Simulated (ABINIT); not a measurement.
The system is Si2Mo.

```xyz
9
Lattice="4.5855 0.0000 0.0000 -2.2927 3.9711 0.0000 0.0000 0.0000 6.5798" Properties=species:S:1:pos:R:3 pbc="T T T"
Mo    1.1464    1.9856    5.4831
Mo   -1.1464    1.9856    1.0966
Mo    2.2927    0.0000    3.2899
Si    0.0000    1.3015    3.2899
Si    1.1656    3.3204    1.0966
Si    3.4583    0.6508    5.4831
Si    2.2927    2.6696    3.2899
Si    1.1272    0.6508    1.0966
Si   -1.1656    3.3204    5.4831
```

Measurements of this composition are mostly on another form, of space group No. 139.

Base run:

| Quantity | Value |
| --- | --- |
| Program | ABINIT 10.8.3 (patched build) |
| Functional | PBEsol |
| Potentials or basis | JTH PAW PBE v2.0 |
| Cutoff | 408 eV |
| k mesh | 7 × 7 × 4 |
| Occupations | fermi-dirac, width 0.05 eV |
| Spin | no spin polarisation |

Its results: band gap on the k mesh 0.25 eV, indirect (least direct gap 0.62 eV); pressure -1.2 GPa; largest force 0.037 eV/Å.

Q: The run is repeated on the same cell with these changes: functional from PBEsol to LDA; potentials or basis from JTH PAW PBE v2.0 to JTH PAW LDA v2.0. What comes out?

A: Band gap on the k mesh 0.24 eV, indirect (least direct gap 0.60 eV); pressure -4.7 GPa; largest force 0.052 eV/Å.

Caveats: the mesh misses the band edges, which the band path finds closer together; the PAW data sets were made with another functional, which shifts forces and pressure a little (some runs).
